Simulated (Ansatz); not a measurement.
# PtS2: the cell at several levels of theory

An exercise on one series of results from a longer session: the logs are not shown, and one member is left open.

The runs shown are made with Ansatz 0.2.0. PAW datasets, plane waves, zero pressure. All values are calculated for a non-magnetic cell, which may be hypothetical.

### Starting point

This is the cell as the run starts from it, not yet at rest; its lengths are not the crystal's.

It is tetragonal, P4_2/mnm (No. 136); conventional cell a = 5.941 Å, c = 3.921 Å, 23.07 Å³ an atom. Near Pt stand 6 S at 2.56 Å; near S stand 3 Pt at 2.56 Å.

The structure in full:

```xyz
6
Lattice="5.9411 0.0000 0.0000 0.0000 5.9411 0.0000 0.0000 0.0000 3.9211" Properties=species:S:1:pos:R:3 pbc="T T T"
Pt    0.0000    0.0000    0.0000
Pt    2.9705    2.9705    1.9605
S     1.8120    1.8120    0.0000
S     1.1585    4.7826    1.9605
S     4.7826    1.1585    1.9605
S     4.1290    4.1290    0.0000
```

Set-up of the first run:

File input.yaml:

```yaml
crystal:
  lattice:
    - [5.9410573, 0.0, 0.0]
    - [0.0, 5.9410573, 0.0]
    - [0.0, 0.0, 3.921097818]
  atoms:
    - { symbol: Pt, position: [0.0, 0.0, 0.0] }
    - { symbol: Pt, position: [0.5, 0.5, 0.5] }
    - { symbol: S, position: [0.305, 0.305, 0.0] }
    - { symbol: S, position: [0.195, 0.805, 0.5] }
    - { symbol: S, position: [0.805, 0.195, 0.5] }
    - { symbol: S, position: [0.695, 0.695, 0.0] }
kpoints:
  mp_grid: { grid: [4, 4, 6] }
hamiltonian:
  xc: pbe
scf:
  occupations: { method: fermi_dirac, width: 0.02 }
relax:
  f_tol: 0.005
  cell: {}
```

The run is started by

```console
$ ansatz run input.yaml --threads 2 --pin off --max-ram 20275MiB --backend cpu --events-out ev --progress --plain --runs-dir out
```

Steps of the session up to this table: Relaxing with PBE; Relaxing with r2SCAN; Relaxation with PBEsol; LDA: cell and atoms.

One of the session's tables, all rows but one given; the rest of the session is left out.

```
 level  a (Å)  c (Å)  volume (Å³/atom)
   PBE  5.458  3.816            18.945
r2SCAN  5.423  3.788            18.570
PBEsol      ?      ?                 ?
   LDA  5.333  3.767            17.854
```

**Question.** Estimate the row for PBEsol.

The run gave: a (Å): 5.370; c (Å): 3.786; volume (Å³/atom): 18.194. In the column «a (Å)» it lies between LDA (5.333) and r2SCAN (5.423).

LDA gives the smallest cell and PBE the largest; they differ by 6.1 % in volume, a mean of 2.0 % in length.
